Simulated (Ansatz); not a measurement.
Electric field gradients in HfO2 at a changed volume

The cell is a structure deposited in the COD, relaxed with PBE at fixed cell and then changed (volume scaled by 0.99).

Space group P2_1/c (No. 14); a = 5.1009, b = 5.1684, c = 5.2664 Å, β = 99.35°.

```
site  Wyckoff  site symmetry       x       y       z
  Hf       4e              1  0.2767  0.0419  0.2081
  O5       4e              1  0.4466  0.7584  0.4803
  O9       4e              1  0.0726  0.3393  0.3389
```

One atom of each set is listed.

Computed with Ansatz: DFT, PBE, plane waves and PAW, scalar-relativistic, 420 eV cutoff, Γ-centred 4×4×4 k-points, Fermi–Dirac smearing 0.02 eV.

Conventions: |V_zz| ≥ |V_yy| ≥ |V_xx|, η = (V_xx − V_yy)/V_zz, C_Q = eQV_zz/h. ν_Q = 3|C_Q|/[2I(2I − 1)].

177Hf: I = 7/2, Q = 3365 mb; O-17: I = 5/2, Q = -25.58 mb. Nuclear quadrupole moments: year-2017 set (Pyykkö).

```json
{"site": "Hf", "atoms": "4", "first shell": "7 O at 2.04–2.24 Å", "C_Q (MHz)": "1048", "η": "0.16", "ν_Q (MHz)": "74.9"}
{"site": "O5", "atoms": "4", "first shell": "4 Hf at 2.13–2.24 Å", "C_Q (MHz)": "-0.667", "η": "0.98", "ν_Q (MHz)": "0.100"}
{"site": "O9", "atoms": "4", "first shell": "3 Hf at 2.04–2.14 Å", "C_Q (MHz)": "0.764", "η": "0.90", "ν_Q (MHz)": "0.115"}
```

Without spin–orbit coupling the gradients at and beside Hf can be off by some per cent, at some sites by more. At this changed cell the PBE pressure is 8 GPa. Where η is near 1 the sign of V_zz means little.
